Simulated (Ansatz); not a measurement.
Runs of Ansatz 0.2.0 on CdO (Monteponite). The structure is cubic, space group Fm-3m (No. 225). The conventional cell has a = 4.699 Å, b = 4.699 Å, c = 4.699 Å, α = 90.00°, β = 90.00°, γ = 90.00°. Cd (site symmetry m-3m) is surrounded by 6 O at 2.35 Å. O (site symmetry m-3m) has 6 Cd at 2.35 Å as nearest neighbours. 

```csv
task,level,points for each segment of the path,gap on the mesh (eV),pressure (GPa),V0 of scaled cells (Å³/atom),B0 (GPa)
equation of state,PBE,-,-,-,(a),(b)
band structure,PBE,14,none,6.1,-,-
equation of state,LDA,-,-,-,12.44,162
band structure,LDA,14,none,-6.1,-,-
```

Alike in all rows: potentials or basis Ansatz PAW; no spin polarisation; cell as given; k mesh 10 × 10 × 10; cutoff (eV) 420; smearing fermi-dirac 0.05 eV.

**Question.** Estimate the missing entries.

**Answer.** (a) 13.55; (b) 126.

Caveats: the PAW data sets come from PBE, with cores solved anew for the run's functional, which leaves a small shift of forces and pressure (some runs).

A k mesh can miss the band edges, and the runs leave out spin-orbit coupling on Cd.

A gap of «none» marks a metal or a gap under the smearing width.
